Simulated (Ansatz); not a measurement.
# PtTe2: the cost of one run

Computed with Ansatz 0.2.0 (DFT PBE+U (U_eff = 7 eV on Pt d, around-mean-field double counting), plane waves, PAW, no spin–orbit coupling unless a run says so, unless a step's input says otherwise).

The COD entry's cell or inner coordinates are ideal or old and differ from later refinements, so a difference from it is no clean test against experiment.

## (1) The system as given

The structure is trigonal, space group P-3m1 (No. 164). The conventional cell has a = 4.018 Å, b = 4.018 Å, c = 5.212 Å, α = 90.00°, β = 90.00°, γ = 120.00°. Te (site symmetry 3m) is surrounded by 3 Pt at 2.66 Å. Pt (site symmetry -3m) has 6 Te at 2.66 Å as nearest neighbours.

Structure file:

```
CELL_PARAMETERS angstrom
4.01800 0.00000 0.00000
-2.00900 3.47969 0.00000
0.00000 0.00000 5.21200
ATOMIC_POSITIONS crystal
Te 0.33333 0.66667 0.25000
Te 0.66667 0.33333 0.75000
Pt 0.00000 0.00000 0.00000
```

Magnetic order typed: ferromagnetic.

## (2) From atoms, symmetry kept, no search

Input file input.yaml:

```yaml
crystal:
  lattice:
    - [4.01799945, 0.0, 0.0]
    - [-2.00899973, 3.4796896, 0.0]
    - [0.0, 0.0, 5.21199933]
  atoms:
    - { symbol: Te, position: [0.3333333333, 0.6666666667, 0.25] }
    - { symbol: Te, position: [0.6666666667, 0.3333333333, 0.75] }
    - { symbol: Pt, position: [0.0, 0.0, 0.0], spin: 4.0 }
basis:
  ecutwfc: 420
  ecutrho_ratio: 4
kpoints:
  mp_grid: { grid: [6, 6, 4] }
hamiltonian:
  xc: pbe
  hubbard: { sites: [{ site: 2, l: d, u_eff: 7.0 }], double_counting: amf }
scf:
  occupations: { method: gaussian, width: 0.05 }
  lower_state_search: "off"
  max_iter: 150
output:
  forces: true
  stress: true
  eigenvalues: true
  populations: true
  hubbard: { sites: [{ site: 2, l: d }] }
magnetization:
  spin_polarized: true
```

Started as:

```
$ ansatz run input.yaml --threads 2 --pin off --max-ram 3072MiB --backend cpu --events-out ev --progress --plain --runs-dir out
```

**Question.** How long does this run take on 2 threads of Arm Neoverse V2, shared host, and how much memory does it need?

About 6.3 s, with a peak of 0.5 GiB.
